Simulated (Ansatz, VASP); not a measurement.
Rh in VASP and in Ansatz

```
CELL_PARAMETERS angstrom
0.00000 1.89995 1.89995
1.89995 0.00000 1.89995
1.89995 1.89995 0.00000
ATOMIC_POSITIONS crystal
Rh 0.00000 0.00000 0.00000
```

Alike in both runs: functional r2SCAN; k mesh 18 × 18 × 18; occupations gaussian, width 0.1 eV; no spin polarisation.

Ansatz relaxed the structure, and its values are those at the end. VASP's run is a single point on that final structure, the one shown.

|  | VASP | Ansatz |
| --- | --- | --- |
| version | VASP 6.6.1 | Ansatz 0.2.0 |
| potentials or method | VASP PAW PBE potentials, release 64 (Rh_pv) | scalar-relativistic, plane waves, PAW |
| plane-wave cutoff (eV) | 520 | 500 |
| valence electrons in the cell | 15 | 17 |

Ansatz gave:

```
gap on the k mesh at the Fermi level (eV) : none
pressure (GPa)                            : 0.0
```

Q: Estimate VASP's values.

A: gap on the k mesh at the Fermi level (eV): none; pressure (GPa): 1.2.

A gap of «none» marks a metal or a gap that the smearing closes. The two sets of potentials don't hold the same shells in valence.

Caveats: the PAW data sets were made with another functional, which shifts forces and pressure a little (VASP).
